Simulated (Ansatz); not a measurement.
Crystal: La.

```
CELL_PARAMETERS angstrom
3.77000 0.00000 0.00000
-1.88500 3.26492 0.00000
0.00000 0.00000 12.15900
ATOMIC_POSITIONS crystal
La 0.66667 0.33333 0.25000
La 0.33333 0.66667 0.75000
La 0.00000 0.00000 0.50000
La 0.00000 0.00000 0.00000
```

Program: Ansatz 0.2.0. Alike in all runs: task single point; level PBE; no spin polarisation; cell as given; k mesh 8 × 8 × 3; smearing fermi-dirac 0.05 eV. Hardware: 2 threads of Arm Neoverse V2, with other jobs on the host.

Task: Order these runs on this cell by their wall time, lowest first.
A. potentials or basis Ansatz PAW earlier set; cutoff (eV) 640
B. potentials or basis Ansatz PAW; cutoff (eV) 420
C. potentials or basis PseudoDojo stringent (PBE files); cutoff (eV) 1497

Result: B (3.1 s), A (10 s), C (31 s).
